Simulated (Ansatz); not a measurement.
`CC(=O)OC(C)(C)C` + `c1ccccc1` → `CC(=O)c1ccccc1` + `CC(C)(C)O`  (formal exchange of groups at a C–O bond)

Isolated molecules relaxed with PBE0-D4/def2-TZVP in Ansatz; ΔE leaves out vibrations. CBS: MP2 limit from def2 TZ/QZ plus the TZ coupled-cluster correction, frozen cores. DFT in def2-TZVPP. B3LYP here is the variant with VWN-RPA as its local correlation; programs differ in this. Each species was taken in one conformer, which may not be the lowest.

| level | ΔE (kcal/mol) | difference from CCSD(T)/CBS |
| --- | --- | --- |
| revPBE-D4 | 7.6 | 0.2 |
| B97M-V | 8.5 | 1.1 |
| BHLYP-D4 | 8.9 | 1.5 |
| CAM-B3LYP-D4 | 9.4 | 2.0 |
| ωB97X-V | 9.4 | 2.0 |
| revPBE | 7.8 | 0.4 |
| PBE0 | 8.0 | 0.6 |
| B3LYP | 8.6 | 1.2 |
| CCSD/def2-SVP | 9.7 | 2.3 |
| CCSD(T)/def2-TZVPP | 7.8 | 0.4 |
| CCSD(T)/CBS | 7.4 | 0 |

Largest T1 diagnostic among the species: 0.013.

Leaving LDA and LC-ωPBE aside and taking each functional with its dispersion term where it has one, the values spread over 1.8 kcal/mol, from revPBE-D4 to CAM-B3LYP-D4. LDA lies +1.1 kcal/mol from PBE without D4. At CCSD(T), def2-SVP lies +2.3 kcal/mol from the extrapolated value and def2-TZVPP +0.4 kcal/mol. In def2-TZVPP, CCSD(T) changes the Hartree–Fock value by −2.3 kcal/mol (the triples alone add −0.1 kcal/mol) and MP2 by −3.0 kcal/mol.

CCSD(T)/CBS has its own doubt, a few kJ/mol and more with outer-core shells, so smaller differences from it don't rank the levels.
